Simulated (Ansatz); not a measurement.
**Mg under changes of volume**

One of the cells (23.237 Å³/atom); the others are scaled copies at fixed shape and fractional positions:

```
CELL_PARAMETERS angstrom
3.20930 0.00000 0.00000
-1.60465 2.77934 0.00000
0.00000 0.00000 5.21030
ATOMIC_POSITIONS crystal
Mg 0.66667 0.33333 0.75000
Mg 0.33333 0.66667 0.25000
```

| Property | Result |
| --- | --- |
| Program | Ansatz 0.2.0 |
| Functional | SVWN5 |
| Potentials or basis | Ansatz PAW |
| Cutoff | 420 eV (not typed: the program's choice for these potentials) |
| k mesh | 10 × 10 × 5 |
| Occupations | fermi-dirac, width 0.05 eV |
| Spin | no spin polarisation |

```csv
volume (Å³/atom),energy over the lowest point (meV/atom),pressure (GPa)
21.843,0.00,-0.4
22.308,2.27,-1.1
22.772,6.60,-1.8
23.237,12.77,-2.4
23.702,20.60,-3.0
24.167,?,?
24.631,40.55,-3.9
```

**Question.** What does the run at 24.167 Å³/atom give?

**Answer.** Energy over the lowest point 29.91 meV/atom; pressure -3.5 GPa.

Worked out: A Birch-Murnaghan fit of order 3 (a polynomial in V^(-2/3)) to the other rows has its minimum at 21.61 Å³/atom, just outside them, with B0 = V·E''(V) = 39 GPa and B' = 4.1 at fixed shape and positions, which overstates the stiffness. It gives 29.92 meV/atom at 24.167 Å³/atom, against the run's 29.91, and -dE/dV = -3.4 GPa, against -3.5.

Energies are extrapolated to zero smearing.

Caveats: the PAW data sets come from PBE, with cores solved anew for the run's functional, which leaves a small shift of forces and pressure.
